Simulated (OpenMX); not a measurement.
# Al in OpenMX: the effect of dispersion

The system is Al.

```xyz
2
Lattice="2.8125 0.0000 0.0000 -1.4062 2.4357 0.0000 0.0000 0.0000 4.8669" Properties=species:S:1:pos:R:3 pbc="T T T"
Al    0.0000    1.6238    1.2167
Al    1.4062    0.8119    3.6501
```

This isn't the form of Al at room conditions, which is fcc.

Alike in all runs:

* Program: OpenMX 3.8.5
* Task: single point
* Functional: PBE
* Potentials or basis: OpenMX 2013 PBE set, Al7.0-s2p2d1, grid cutoff 300 Ry
* k mesh: 9 × 9 × 5
* Occupations: fermi-dirac, width 0.05 eV
* Spin: no spin polarisation

```csv
dispersion,pressure (GPa)
none,?
D3,-2.9
D3(BJ),-4.4
D4,-4.2
```

Question: What does the run with dispersion none give?

Answer: Pressure -1.1 GPa.

Caveats: the basis of atomic orbitals isn't converged, which shifts pressures, moduli and gaps; pairwise dispersion overbinds metals, which lowers pressure and volume (some runs).
